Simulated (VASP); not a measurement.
Here is a VASP 6.6.1 calculation.

File INCAR:

```
SYSTEM = BN
  PREC = Accurate
  ENCUT = 800
  EDIFF = 1E-8
  ISMEAR = 0
  SIGMA = 0.01
  LREAL = .FALSE.
  LASPH = .TRUE.
  NELM = 100
  ALGO = Normal
  ISIF = 2
  LWAVE = .FALSE.
  LCHARG = .FALSE.
  GGA = PE
  LEPSILON = .TRUE.
```

Contents of KPOINTS:

```
Automatic mesh
0
G
  14 14 5
  0 0 0
```

Contents of POSCAR:

```
BN
1.0
    2.4982400000      0.0000000000      0.0000000000
   -1.2491200000      2.1635393048      0.0000000000
    0.0000000000      0.0000000000      6.6357000000
N B
2 2
Direct
    0.6666666667      0.3333333333      0.2500000000
    0.3333333333      0.6666666667      0.7500000000
    0.6666666667      0.3333333333      0.7500000000
    0.3333333333      0.6666666667      0.2500000000
```

Potentials or basis: VASP PAW PBE potentials, release 64 (N, B).

The run is started by

```sh
$ cat potpaw_PBE.64/N/POTCAR potpaw_PBE.64/B/POTCAR > POTCAR
$ mpirun -np 1 vasp_std > vasp.out
```

Problem. What does it give for the electronic dielectric tensor (diagonal)?

Solution. 4.75, 4.75, 2.69.

Problem. Estimate the Born charges (mean of the diagonal).

Solution. N -2.05; B +2.05 e.

Problem. What does it give for the band gap on the k mesh?

Solution. 4.26 eV, indirect (least direct gap 4.70 eV).

Born effective charge tensors (e):
atom 1, N
```
-2.71  0.00  0.00
 0.00 -2.71  0.00
 0.00  0.00 -0.75
```
atom 2, N
```
-2.71  0.00  0.00
 0.00 -2.71  0.00
 0.00  0.00 -0.75
```
atom 3, B
```
2.71 0.00 0.00
0.00 2.71 0.00
0.00 0.00 0.75
```
atom 4, B
```
2.71 0.00 0.00
0.00 2.71 0.00
0.00 0.00 0.75
```

Caveat: an odd mesh through Γ misses points on the zone boundary, where band edges often lie.
